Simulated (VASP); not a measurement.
# Re (P6_3/mmc) in VASP: elastic constants with PBEsol

Aim: the elastic constants of Re with PBEsol.

Program: VASP 6.6.1. These are calculated values, not measurements. Logs are shortened: lines on timing, memory, paths and dates and some standing lists are left out, and cuts for length are marked.

## 1. Starting point

The structure is hexagonal, space group P6_3/mmc (No. 194). The conventional cell has a = 2.761 Å, b = 2.761 Å, c = 4.456 Å, α = 90.00°, β = 90.00°, γ = 120.00°. Around Re (site symmetry -6m2) lie 12 Re at 2.74 to 2.76 Å.

## 2. Elastic constants, PBEsol

Input file POSCAR:

```
Re
1.0
    2.7610000000      0.0000000000      0.0000000000
   -1.3805000000      2.3910961400      0.0000000000
    0.0000000000      0.0000000000      4.4560000000
Re
2
Direct
    0.3333333300      0.6666666700      0.2500000000
    0.6666666700      0.3333333300      0.7500000000
```

Input file INCAR.step1:

```
PREC     = Accurate       # precision mode
ENCUT    = 600            # plane-wave cutoff, eV
EDIFF    = 1E-8           # SCF threshold, eV
ISMEAR   = 0              # smearing method
SIGMA    = 0.1            # smearing width, eV
LREAL    = False          # projectors in reciprocal space
LASPH    = True           # aspherical terms in the spheres
NELM     = 60             # most SCF steps
ALGO     = Normal         # electronic algorithm
ISIF     = 3              # what is computed and relaxed
LWAVE    = False          # write WAVECAR
LCHARG   = False          # write CHGCAR
GGA      = PS             # functional
IBRION   = 2              # ionic algorithm
NSW      = 40             # ionic steps
EDIFFG   = -0.002         # ionic threshold
```

Input file INCAR.step2:

```
PREC     = Accurate       # precision mode
ENCUT    = 600            # plane-wave cutoff, eV
EDIFF    = 1E-8           # SCF threshold, eV
ISMEAR   = 0              # smearing method
SIGMA    = 0.1            # smearing width, eV
LREAL    = False          # projectors in reciprocal space
LASPH    = True           # aspherical terms in the spheres
NELM     = 60             # most SCF steps
ALGO     = Normal         # electronic algorithm
ISIF     = 3              # what is computed and relaxed
LWAVE    = False          # write WAVECAR
LCHARG   = False          # write CHGCAR
GGA      = PS             # functional
IBRION   = 6              # ionic algorithm
NFREE    = 2            
POTIM    = 0.015          # step
NSW      = 1              # ionic steps
```

Input file KPOINTS:

```
regular mesh
0
Gamma
  18 18 10
```

Potentials or basis: VASP PAW PBE potentials, release 64 (Re).

The run is started by

```
$ cat potpaw_PBE.64/Re/POTCAR > POTCAR
$ cp INCAR.step1 INCAR
$ mpirun -np 1 vasp_std > vasp.out
$ cp CONTCAR POSCAR
$ cp INCAR.step2 INCAR
$ mpirun -np 1 vasp_std > vasp.out
```

OUTCAR:

```text
PREC = Accurate
   ENCUT = 600
   EDIFF = 1E-8
   ISMEAR = 0
   LREAL = False
   LASPH = True
   NELM = 60
   ISIF = 3
   GGA = PS
   IBRION = 6
   NFREE = 2
   POTIM = 0.015
   NSW = 1

 ion  position               nearest neighbor table
   1  0.333  0.667  0.250-   2 2.73   2 2.73   2 2.73   2 2.73   2 2.73   2 2.73
   2  0.667  0.333  0.750-   1 2.73   1 2.73   1 2.73   1 2.73   1 2.73   1 2.73

  LATTYP: Found a hexagonal cell.
 ALAT       =     2.7508902939
 C/A-ratio  =     1.6151169524

  Lattice vectors:

 A1 = (   2.7508902939,   0.0000000000,   0.0000000000)
 A2 = (  -1.3754451469,   2.3823408777,   0.0000000000)
 A3 = (   0.0000000000,   0.0000000000,   4.4430095478)

Analysis of symmetry for initial positions (statically):
=====================================================================
 Subroutine PRICEL returns:
 Original cell was already a primitive cell.

 Routine SETGRP: Setting up the symmetry group for a
 hexagonal supercell.

 Subroutine GETGRP returns: Found 24 space group operations
 (whereof 12 operations were pure point group operations)
 out of a pool of 24 trial point group operations.

The static configuration has the point symmetry D_3d.
 The point group associated with its full space group is D_6h.

Analysis of symmetry for dynamics (positions and initial velocities):
=====================================================================
 Subroutine PRICEL returns:
 Original cell was already a primitive cell.

 Routine SETGRP: Setting up the symmetry group for a
 hexagonal supercell.

 Subroutine GETGRP returns: Found 24 space group operations
 (whereof 12 operations were pure point group operations)
 out of a pool of 24 trial point group operations.

[... 691 lines left out ...]

  FORCE on cell =-STRESS in cart. coord.  units (eV):
  Direction    XX          YY          ZZ          XY          YZ          ZX
  --------------------------------------------------------------------------------------
  -------------------------------------------------------------------------------------
  Total        0.0054792      0.0054792      0.0128724      0.0000000      0.0000000     -0.0000000
  in kB        0.3014905      0.3014905      0.7082958      0.0000000      0.0000000     -0.0000000
  external PRESSURE =       0.4370923 kB  Pullay stress =       0.0000000 kB
[... 17 lines left out ...]
  FREE ENERGIE OF THE ION-ELECTRON SYSTEM (eV)
  ---------------------------------------------------
  free  energy   TOTEN  =       -26.7417655321 eV

  energy  without entropy=      -26.7335275458  energy(sigma->0) =      -26.73764654

 INTERNAL STRAIN TENSORS FROM STRAINED CELLS
 ============================================

 INTERNAL STRAIN TENSOR FOR ION    1 for displacements in x,y,z  (eV/Angst):
          X           Y           Z          XY          YZ          ZX
  --------------------------------------------------------------------------------
  x     0.00000    -0.00000     0.00000    -3.25336    -0.00000     0.00000
  y    -3.18523     3.21800    -0.00000     0.00009    -0.00006    -0.00049
  z    -0.00000     0.00000     0.00000    -0.00000     0.01081     0.00000

 INTERNAL STRAIN TENSORS FROM DISPLACED ATOMS
 ============================================

 INTERNAL STRAIN TENSOR FOR ION    1 for displacements in x,y,z  (eV/Angst):
          X           Y           Z          XY          YZ          ZX
  --------------------------------------------------------------------------------
  x     0.00000     0.00000     0.00000    -3.22623     0.00000     0.00000
  y    -3.22623     3.22623     0.00000     0.00000     0.00000     0.00000
  z     0.00000     0.00000    -0.00000     0.00000    -0.00000     0.00000

 INTERNAL STRAIN TENSOR FOR ION    2 for displacements in x,y,z  (eV/Angst):
          X           Y           Z          XY          YZ          ZX
  --------------------------------------------------------------------------------
  x    -0.00000     0.00000     0.00000     3.22623     0.00000     0.00000
  y     3.22623    -3.22623    -0.00000     0.00000     0.00000     0.00000
  z    -0.00000    -0.00000     0.00000     0.00000     0.00000     0.00000

 Eigenvectors and eigenvalues of the dynamical matrix
 ----------------------------------------------------

   1 f  =    3.487025 THz    21.909624 2PiTHz  116.314635 cm-1    14.421170 meV
             X         Y         Z           dx          dy          dz
     -0.000000  1.588227  1.110752     0.000001   -0.707107   -0.000000
      1.375445  0.794114  3.332257    -0.000001    0.707107   -0.000000
[... 11 lines left out ...]
   4 f  =    0.000000 THz     0.000000 2PiTHz    0.000001 cm-1     0.000000 meV
             X         Y         Z           dx          dy          dz
     -0.000000  1.588227  1.110752    -0.676113   -0.202706    0.042212
      1.375445  0.794114  3.332257    -0.676113   -0.202706    0.042212

   5 f/i=    0.000000 THz     0.000000 2PiTHz    0.000001 cm-1     0.000000 meV
             X         Y         Z           dx          dy          dz
     -0.000000  1.588227  1.110752     0.206994   -0.665188    0.121151
      1.375445  0.794114  3.332257     0.206994   -0.665188    0.121151

   6 f/i=    0.000000 THz     0.000000 2PiTHz    0.000002 cm-1     0.000000 meV
             X         Y         Z           dx          dy          dz
     -0.000000  1.588227  1.110752     0.004980    0.128198    0.695371
      1.375445  0.794114  3.332257     0.004980    0.128198    0.695371

--------------------------------------------------------------------------------------------------------

 ELASTIC MODULI CONTR FROM IONIC RELAXATION (kBar)
 Direction    XX          YY          ZZ          XY          YZ          ZX
 --------------------------------------------------------------------------------
 XX        -123.6437    123.6437      0.0000      0.0000      0.0000      0.0000
 YY         123.6437   -123.6437     -0.0000     -0.0000     -0.0000      0.0000
 ZZ           0.0000     -0.0000     -0.0000     -0.0000     -0.0000      0.0000
 XY           0.0000     -0.0000     -0.0000   -123.6437     -0.0000      0.0000
 YZ           0.0000     -0.0000     -0.0000     -0.0000     -0.0000      0.0000
 ZX           0.0000      0.0000      0.0000      0.0000      0.0000      0.0000
 --------------------------------------------------------------------------------

 TOTAL ELASTIC MODULI (kBar)
 Direction    XX          YY          ZZ          XY          YZ          ZX
 --------------------------------------------------------------------------------
 XX        6603.4343   2931.5870   2472.0673      0.0000     -0.0000      0.0000
 YY        2931.5870   6603.4343   2472.0673     -0.0000     -0.0000      0.0000
 ZZ        2472.0673   2472.0673   7178.4396     -0.0000      0.0000      0.0000
 XY           0.0000     -0.0000     -0.0000   1835.9236     -0.0000     -0.0000
 YZ          -0.0000      0.0000      0.0000      0.0000   1717.5318      0.0000
 ZX           0.0000      0.0000      0.0000      0.0000      0.0000   1717.5315
 --------------------------------------------------------------------------------
```

OUTCAR.step1:

```text
PREC = Accurate
   ENCUT = 600
   EDIFF = 1E-8
   ISMEAR = 0
   LREAL = False
   LASPH = True
   NELM = 60
[... 740 lines left out ...]
  -------------------------------------------------------------------------------------
  Total        0.0015021      0.0015021      0.0013173      0.0000000      0.0000000     -0.0000000
  in kB        0.0826497      0.0826497      0.0724864      0.0000000      0.0000000     -0.0000000
  external PRESSURE =       0.0792619 kB  Pullay stress =       0.0000000 kB
[... 17 lines left out ...]
  FREE ENERGIE OF THE ION-ELECTRON SYSTEM (eV)
  ---------------------------------------------------
  free  energy   TOTEN  =       -26.7421819924 eV

  energy  without entropy=      -26.7340333637  energy(sigma->0) =      -26.73810768

 reached required accuracy - stopping structural energy minimisation
```

OSZICAR.step1:

```text
N       E                     dE             d eps       ncg     rms          rms(c)
DAV:   1     0.349216333721E+02    0.34922E+02   -0.74439E+03  8526   0.172E+03
DAV:   2    -0.203073274447E+02   -0.55229E+02   -0.47409E+02  7633   0.329E+02
DAV:   3    -0.277660482639E+02   -0.74587E+01   -0.59318E+01  8026   0.300E+02
[... 50 lines left out ...]
       N       E                     dE             d eps       ncg     rms          rms(c)
DAV:   1    -0.267421864729E+02   -0.77065E-05   -0.40165E-04  7424   0.751E-01    0.108E-02
DAV:   2    -0.267421829913E+02    0.34816E-05   -0.48139E-06  8903   0.294E-02    0.539E-03
DAV:   3    -0.267421819932E+02    0.99814E-06   -0.21982E-06  9334   0.211E-02    0.100E-03
DAV:   4    -0.267421819924E+02    0.77148E-09   -0.60547E-08  7101   0.300E-03
   6 F= -.26742182E+02 E0= -.26738108E+02  d E =-.660393E-05
```

Run time: 29 min. Hardware: 1 thread of Intel Xeon Platinum 8375C at 2.90GHz (Ice Lake), shared host; peak memory 0.76 GiB.

What came out:

| Property | Result |
| --- | --- |
| Relaxed volume | 14.56 Å³/atom |
| Relaxed cell | a = 2.751 Å, b = 2.751 Å, c = 4.443 Å, α = 90.00°, β = 90.00°, γ = 120.00° |
| Space group after relaxing (to 0.05 Å) | P6_3/mmc (No. 194) |
| Voigt bulk modulus | 402 GPa |
| Highest phonon frequency at Γ | 116 cm⁻¹ |

The path:
| step | energy change (eV) | largest force (eV/Å) | pressure (GPa) | volume (Å³) |
| --- | --- | --- | --- | --- |
| 1 | 0.0000 | 0.0000 | -4.01 | 29.42 |
| 2 | 0.0677 | 0.0000 | 19.23 | 27.88 |
| 3 | -0.0038 | 0.0000 | -0.07 | 29.12 |
| 4 | -0.0038 | 0.0000 | 0.01 | 29.12 |
| 5 | -0.0038 | 0.0000 | 0.01 | 29.12 |
| 6 | -0.0038 | 0.0000 | 0.01 | 29.12 |

Final structure:
```yaml
crystal:
  lattice:
    - [2.75089, 0.00000, 0.00000]
    - [-1.37545, 2.38234, 0.00000]
    - [0.00000, 0.00000, 4.44301]
  atoms:
    - { symbol: Re, position: [0.33333, 0.66667, 0.25000] }
    - { symbol: Re, position: [0.66667, 0.33333, 0.75000] }
```

Phonon frequencies in cm⁻¹ (negative: imaginary):
| q point | frequencies |
| --- | --- |
| (0.000, 0.000, 0.000) | 0 0 0 94 116 116 |

Elastic tensor in Voigt notation (GPa, in the Cartesian axes of the cell as first typed):
```
660 293 247   0   0   0
293 660 247   0   0   0
247 247 718   0   0   0
  0   0   0 172   0   0
  0   0   0   0 172   0
  0   0   0   0   0 184
```

Clamped-ion elastic tensor (GPa):
```
673 281 247   0   0   0
281 673 247   0   0   0
247 247 718   0   0   0
  0   0   0 172   0   0
  0   0   0   0 172   0
  0   0   0   0   0 196
```

Caveat: the PAW data sets were made with another functional, which shifts forces and pressure a little. Spin-orbit coupling is left out, which matters for the levels of Re.
